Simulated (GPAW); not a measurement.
# zigzag Re chain, bond 2.672 A: a ladder in all numerical settings together, part 2 of 2

Wanted: the cheapest choice of all numerical settings together that holds the magnetic results of zigzag Re chain, bond 2.672 A.

GPAW 26.7.0; RPBE; plane waves with GPAW's PAW setups, scalar-relativistic.

So far, largest spin moment in the augmentation sphere (μB): step 2 (rung 1 (280 eV, mesh 1×1×4), start ferro ++) 1.57; step 3 (rung 1 (280 eV, mesh 1×1×4), start antiferro +-) 2.07; step 4 (rung 2 (380 eV, mesh 1×1×6), start ferro ++) 1.68; step 5 (rung 2 (380 eV, mesh 1×1×6), start antiferro +-) 2.24; step 6 (rung 3 (500 eV, mesh 1×1×8), start ferro ++) 1.88.

## (7) Rung 3 (500 eV, mesh 1×1×8), start antiferro +-

File order2.py:

```python
import json
import numpy as np
from ase import Atoms
from ase.parallel import paropen, parprint
from gpaw import GPAW

atoms = Atoms(['Re', 'Re'],
    cell=[[12.0, 0.0, 0.0],
         [0.0, 12.0, 0.0],
         [0.0, 0.0, 3.2064]],
    scaled_positions=[[0.41093333, 0.5, 0.0],
         [0.58906667, 0.5, 0.5]],
    pbc=True,
    magmoms=[1.0, -1.0])
atoms.calc = GPAW(mode={'name': 'pw', 'ecut': 500},
    xc='RPBE',
    kpts={'size': (1, 1, 8), 'gamma': True},
    occupations={'name': 'fermi-dirac', 'width': 0.1},
    convergence={'density': 1e-05, 'energy': 1e-05},
    maxiter=200,
    symmetry={'tolerance': 1e-4},
    txt='order2.txt')
e = atoms.get_potential_energy(force_consistent=True)
res = {'free_energy': e, 'energy_sigma0': atoms.get_potential_energy(), 'fermi_energy': atoms.calc.get_fermi_level()}
res['moments'] = atoms.get_magnetic_moments().tolist()
res['total'] = atoms.get_magnetic_moment()
parprint('site moments (muB):', np.round(res['moments'], 3))
parprint(f"total moment: {res['total']:.3f} muB")
parprint(f'free energy: {e:.6f} eV')
atoms.calc.write('order2.gpw')
with paropen('results.json', 'w') as f:
    json.dump(res, f)
```

On the command line:

```bash
OMP_NUM_THREADS=1 python3 order2.py > order2.log
```

What it wrote:

```text
site moments (muB): [ 2.294 -2.294]
total moment: -0.000 muB
free energy: -12.939059 eV

--- order2.txt ---
Input parameters:
  mode=PW(ecut=500),
  convergence={'density': 1e-05, 'energy': 1e-05},
  kpts=MonkhorstPack(size=(1, 1, 8), gamma=True),
  maxiter=200,
  occupations=Occupations(name='fermi-dirac', width=0.1),
  symmetry=Symmetry(tolerance=0.0001),
  xc=XC(name='RPBE')

Diagonalizing LCAO Hamiltonian
[...]
|          7 |        -6.412 |     1.000 |        -6.412 |     1.000 |
|          8 |        -5.134 |     1.000 |        -5.134 |     1.000 |
[...]
|         16 |        -1.262 |     0.000 |        -1.262 |     0.000 |
|         17 |        -1.262 |     0.000 |        -1.262 |     0.000 |
|         18 |        -0.474 |     0.000 |        -0.474 |     0.000 |
|         19 |        -0.382 |     0.000 |        -0.382 |     0.000 |

No gap
No difference between direct/indirect transitions


[key lines of the parts left out:]
Free energy:     -12.939059
Converged in 19 steps
dipole moment: (-0.000002, -0.000002, -10.923375)  # |e|*Ang
Fermi level: -2.675
```

Elapsed: 54 s, on 1 MPI rank of Intel Xeon Platinum 8488C (Sapphire Rapids), shared host; peak memory 0.37 GiB.

This step gave:

- magnetization: 0 μB
- final state: antiferromagnetic
- largest moment: 2.294 μB

This start lies -115.5 meV a seeded atom from the first, a change of +6.4 meV since rung 2; its largest moment is 2.29 μB.

## (8) Rung 4 (700 eV, mesh 1×1×10), start ferro ++

File order1.py:

```python
import json
import numpy as np
from ase import Atoms
from ase.parallel import paropen, parprint
from gpaw import GPAW

atoms = Atoms(['Re', 'Re'],
    cell=[[12.0, 0.0, 0.0],
         [0.0, 12.0, 0.0],
         [0.0, 0.0, 3.2064]],
    scaled_positions=[[0.41093333, 0.5, 0.0],
         [0.58906667, 0.5, 0.5]],
    pbc=True,
    magmoms=[1.0, 1.0])
atoms.calc = GPAW(mode={'name': 'pw', 'ecut': 700},
    xc='RPBE',
    kpts={'size': (1, 1, 10), 'gamma': True},
    occupations={'name': 'fermi-dirac', 'width': 0.05},
    convergence={'density': 1e-05, 'energy': 1e-05},
    maxiter=200,
    symmetry={'tolerance': 1e-4},
    txt='order1.txt')
e = atoms.get_potential_energy(force_consistent=True)
res = {'free_energy': e, 'energy_sigma0': atoms.get_potential_energy(), 'fermi_energy': atoms.calc.get_fermi_level()}
res['moments'] = atoms.get_magnetic_moments().tolist()
res['total'] = atoms.get_magnetic_moment()
parprint('site moments (muB):', np.round(res['moments'], 3))
parprint(f"total moment: {res['total']:.3f} muB")
parprint(f'free energy: {e:.6f} eV')
atoms.calc.write('order1.gpw')
with paropen('results.json', 'w') as f:
    json.dump(res, f)
```

On the command line:

```bash
OMP_NUM_THREADS=1 python3 order1.py > order1.log
```

What it wrote:

```text
site moments (muB): [1.83 1.83]
total moment: 5.070 muB
free energy: -12.684970 eV

--- order1.txt ---
Input parameters:
  mode=PW(ecut=700),
  convergence={'density': 1e-05, 'energy': 1e-05},
  kpts=MonkhorstPack(size=(1, 1, 10), gamma=True),
  maxiter=200,
  occupations=Occupations(name='fermi-dirac', width=0.05),
  symmetry=Symmetry(tolerance=0.0001),
  xc=XC(name='RPBE')

Diagonalizing LCAO Hamiltonian
[...]
|          7 |        -6.837 |     1.000 |        -5.821 |     1.000 |
|          8 |        -5.163 |     1.000 |        -3.986 |     1.000 |
[...]
|         17 |        -1.763 |     0.000 |        -0.772 |     0.000 |
|         18 |        -1.080 |     0.000 |        -0.084 |     0.000 |
|         19 |        -0.778 |     0.000 |         0.143 |     0.000 |
|         20 |         1.061 |     0.000 |         1.866 |     0.000 |

No gap
No difference between direct/indirect transitions


[key lines of the parts left out:]
Free energy:     -12.684970
Converged in 19 steps
dipole moment: (-0.000003, -0.000002, -10.907793)  # |e|*Ang
Fermi level: -2.934
```

The job ended after 98 s (1 MPI rank; peak memory 0.53 GiB).

Read from the output:

```
magnetization  : 5.070 μB
final state    : ferromagnetic
largest moment : 1.830 μB
```

The largest moment moves by -0.05 μB from rung 3, at 1.5 times its CPU time.

## (9) Rung 4 (700 eV, mesh 1×1×10), start antiferro +-

order2.py is the script of step 7 with these lines changed:

```diff
@@ -14,6 +14,6 @@
     magmoms=[1.0, -1.0])
-atoms.calc = GPAW(mode={'name': 'pw', 'ecut': 500},
+atoms.calc = GPAW(mode={'name': 'pw', 'ecut': 700},
     xc='RPBE',
-    kpts={'size': (1, 1, 8), 'gamma': True},
-    occupations={'name': 'fermi-dirac', 'width': 0.1},
+    kpts={'size': (1, 1, 10), 'gamma': True},
+    occupations={'name': 'fermi-dirac', 'width': 0.05},
     convergence={'density': 1e-05, 'energy': 1e-05},
```

On the command line:

```bash
OMP_NUM_THREADS=1 python3 order2.py > order2.log
```

What it wrote:

```text
site moments (muB): [ 2.322 -2.322]
total moment: 0.000 muB
free energy: -12.880607 eV

--- order2.txt ---
Input parameters:
  mode=PW(ecut=700),
  convergence={'density': 1e-05, 'energy': 1e-05},
  kpts=MonkhorstPack(size=(1, 1, 10), gamma=True),
  maxiter=200,
  occupations=Occupations(name='fermi-dirac', width=0.05),
  symmetry=Symmetry(tolerance=0.0001),
  xc=XC(name='RPBE')

Diagonalizing LCAO Hamiltonian
[...]
|         17 |        -1.242 |     0.000 |        -1.242 |     0.000 |
|         18 |        -0.459 |     0.000 |        -0.459 |     0.000 |
|         19 |        -0.352 |     0.000 |        -0.352 |     0.000 |

Gap: 0.016 eV
Transition (v -> c):
  (s=1, k=5, n=12, [0.00, 0.00, 0.50]) -> (s=0, k=4, n=13, [0.00, 0.00, 0.40])
Direct/indirect transitions are different
Direct gap: 0.082 eV
Transition at: (s=1->0, k=4, n=12, [0.00, 0.00, 0.40])


[key lines of the parts left out:]
Free energy:     -12.880607
Converged in 19 steps
dipole moment: (-0.000005, -0.000002, -10.926883)  # |e|*Ang
Fermi level: -2.653
```

Elapsed: 92 s, on 1 MPI rank; peak memory 0.53 GiB.

Numbers from this step:

```
magnetization  : 0 μB
final state    : antiferromagnetic
largest moment : 2.322 μB
```

This start lies -97.8 meV a seeded atom from the first, a change of +17.7 meV since rung 3; its largest moment is 2.32 μB.

## (10) Side by side

Ladder, by row:

```csv
rung,cutoff (eV),mesh,smearing (eV),state from the first start,state from the second start,second less first (meV a seeded atom),"moment, first (μB)","moment, second (μB)",CPU time (s)
1,280,1x1x4,0.2,ferromagnetic,antiferromagnetic,-61.71,1.568,2.066,35.51
2,380,1x1x6,0.15,ferromagnetic,antiferromagnetic,-121.8,1.676,2.242,61.75
3,500,1x1x8,0.1,ferromagnetic,antiferromagnetic,-115.5,1.884,2.294,120.6
4,700,1x1x10,0.05,ferromagnetic,antiferromagnetic,-97.82,1.83,2.322,190.1
```

## (11) Summary of results

```json
{
 "range of the moment in the table, second start": "2.07 to 2.32 μB",
 "range of CPU time": "36 s to 3.2 min",
 "range of the energy difference": "-122 to -61.7 meV a seeded atom"
}
```

**Reading.** Only the last rung can serve as the reference, and the rung before it is still 18 meV away, so convergence is not shown. The second start ends lower on every rung of the table; whether functional and cell give the true order is another question.

[Logs and program files are shortened in this print: banners, set-up blocks, solver, clock and traceback lines can be left out without a mark of their own.]

[Logs are printed without paths, hosts, clocks, repeated set-up lines and the standing remarks that a program may print on its own settings, such as how far it seeks lower states.]

[Hosts, paths, dates, database ids (printed as entryN), source tags and the programs' standing remarks are cut or masked in the printed files.]

[Where a cell is said to come from a database of computed structures, the database is the Materials Project.]
